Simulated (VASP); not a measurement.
Runs of VASP 6.6.1 on Si. Symmetry: I4_1/amd, No. 141, tetragonal system. Conventional cell: a = 4.743 Å, b = 4.743 Å, c = 2.659 Å, α = 90.00°, β = 90.00°, γ = 90.00°. Si (site symmetry -4m2) is surrounded by 6 Si at 2.46 to 2.66 Å. This isn't the form of Si at room conditions, which is diamond.

```tsv
task	level	potentials or basis	cell	k mesh	cutoff (eV)	smearing	cutoff of the response function	frequency points	ladder	grid for exact exchange (PRECFOCK)	exchange at q = 0	mesh quality	gap on the mesh (eV)	pressure (GPa)
optical spectrum	LDA	VASP PAW LDA potentials, release 64 (Si)	as given	11 × 11 × 11	520	gaussian 0.02 eV	-	-	-	-	-	not flagged	none	-0.7
relaxation of cell and atoms	LDA	VASP PAW LDA potentials, release 64 (Si)	relaxed	10 × 10 × 10	600	fermi-dirac 0.05 eV	-	-	gaps	-	-	not flagged	none	0.0
single point	PBE	VASP PAW PBE potentials, release 64 (Si_GW)	as given	5 × 5 × 5	500	gaussian 0.02 eV	-	-	-	-	-	coarse	none	4.4
band structure	PBEsol0	VASP PAW PBE potentials, release 64 (Si)	as given	6 × 6 × 6	520	fermi-dirac 0.05 eV	-	-	-	Normal	truncated	coarse	-	(a)
```

Alike in all rows: no spin polarisation.

Problem. Estimate the missing entries.

Solution. (a) -1.4.

Caveats: some runs use coarse meshes; spectra need much finer meshes, so this one isn't converged (some runs); independent-particle spectra lack excitons (some runs); the intraband (Drude) part of a metal's response may be missing (some runs); the PAW data sets were made with another functional, which shifts forces and pressure a little (some runs).

A gap of «none» marks a metal or a gap under the smearing width.
